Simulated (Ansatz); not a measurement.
## Ni3Ge: enthalpy against pressure

Ni3Ge, Pm-3m, a = 3.533 Å. The structure is a Materials Project entry; whether it is the stable form wasn't checked. Ansatz: r2SCAN, PAW, 500 eV, Γ-centred 12×12×12 mesh on 4 atoms, Gaussian smearing 0.10 eV; no spin polarisation. Cell and atoms are relaxed at each pressure, and no other structure is tried, so the rows at high pressure may lie past a change of phase. y is the enthalpy over the state at zero pressure; there V0 = 11.021 Å³/atom. The pressures are the targets, met within 0.05 GPa.

| P (GPa) | y (eV/atom) |
| --- | --- |
| -3.0 | -0.2078 |
| 0.0 | 0.0000 |
| 3.0 | 0.2050 |
| 8.0 | 0.5407 |
| 15.0 | ? |
| 30.0 | 1.9478 |
| 60.0 | 3.7315 |

Question: Fit y = c1 P + c2 P² + c3 P³ to the other rows, say what c1 and c2 mean, and predict the missing value.

Answer: Least squares on the rows shown. y = 0.068737 P − 0.00014500 P² + 5.9858×10⁻⁷ P³. Since dH/dP = V, c1 is V0: 0.068737 eV/GPa × 160.2 = 11.012 Å³ against 11.021; c2 = −V0/(2B0) gives B0 = 237 GPa, where a Birch–Murnaghan fit to the volumes of the same runs (not shown) gives 215 GPa: a cubic over this range folds the higher terms into c2. At P = 15.0 the fit asked for gives 1.0005 eV/atom. The run gave 0.9999 eV/atom, so the fit is 0.0006 eV/atom too high, a small miss on the scale of the series.